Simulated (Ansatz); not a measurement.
## Pressure against volume in ZnO

The cell was reached from a generator's guess, though it ends in a space group that the Crystallography Open Database lists for this formula.

Level of theory: Ansatz, DFT PBE, scalar-relativistic, plane waves, PAW. The final run on the 2-atom cell used 420 eV, a Γ-centred 12×12×12 mesh, 0.02 eV smearing and no spin polarisation.

```
CELL_PARAMETERS angstrom
0.00000 2.16486 2.16486
2.16486 0.00000 2.16486
2.16486 2.16486 0.00000
ATOMIC_POSITIONS crystal
Zn 0.00000 0.00000 0.00000
O 0.50000 0.50000 0.50000
```

The cell was set to several volumes, with shape and atoms relaxed at each where symmetry leaves them free. Pressure is positive in compression, and energies count from the lowest row.

| row | V (Å³/atom) | P (GPa) | ΔE (meV/atom) | gap on mesh (eV) |
| --- | --- | --- | --- | --- |
| 1 | 8.928 | 28.27 | 95.6 | 1.36 |
| 2 | 9.233 | 19.35 | 50.6 | 1.19 |
| 3 | 9.537 | ? | ? | ? |
| 4 | 9.842 | 5.44 | 5.0 | 0.89 |
| 5 | 10.146 | 0.03 | 0.0 | 0.75 |
| 6 | 10.450 | -4.54 | 4.5 | 0.62 |
| 7 | 10.755 | -8.41 | 16.8 | 0.50 |
| 8 | 11.160 | -12.67 | 43.7 | 0.35 |

Problem. Find B = −V·ΔP/ΔV from rows 4 and 6 and from rows 1 and 2, and from the two its slope B′ and its value B0 at zero pressure.

Solution. Rows 4 and 6 give −(9.842 + 10.450)/2 × (-4.54 − (5.44))/(10.450 − 9.842) = 166.5 GPa at a mean pressure of 0.45 GPa. Rows 1 and 2 give −(8.928 + 9.233)/2 × (19.35 − (28.27))/(9.233 − 8.928) = 265.6 GPa at a mean pressure of 23.81 GPa. So B′ = (265.6 − 166.5)/(23.81 − (0.45)) = 4.24 and B0 = 166.5 − 4.24 × (0.45) = 164.6 GPa. A third-order Birch–Murnaghan fit to all the energies gives B0 = 165.1 GPa and B′ = 4.5.

Problem. Estimate the pressure and energy of row 3.

Solution. From row 5, V0 = 10.146 × (1 + (0.03)/164.6) = 10.148 Å³/atom. Murnaghan's form P = (B0/B′)·[(V0/V)^B′ − 1] gives (164.6/4.24) × [(10.148/9.537)^4.24 − 1] = 11.69 GPa; the computed pressure is 11.81 GPa, so the estimate is off by -0.12 GPa. The work of compression from row 4, with the mean of the two pressures, gives ΔE = 5.0 + (11.69 + 5.44)/2 × (9.842 − 9.537)/160.2 × 1000 = 21.3 meV/atom (1 eV/Å³ = 160.2 GPa); the computed value is 21.3 meV/atom.

Problem. Fit the gap against pressure through the other rows and estimate it at the computed pressure of row 3.

Solution. Over the 7 rows the mean pressure is 3.9243 GPa and the mean gap is 0.809 eV. The sums of products of deviations are S_xx = 1347 and S_xy = 32.67, so the slope is 32.67/1347 = 0.02425 (r = 0.99, rms misfit 0.03 eV). At 11.81 GPa the line gives 0.809 + (0.02425) × (11.81 − 3.9243) = 1.00 eV. The computed value is 1.04 eV, so the line is off by -0.04 eV, no more than the largest miss among the fitted rows (0.06 eV).

Kohn–Sham gaps at this level usually fall short of measured ones. All volumes keep the k mesh of the relaxed cell. A structure relaxed within its symmetry needn't be a true minimum.
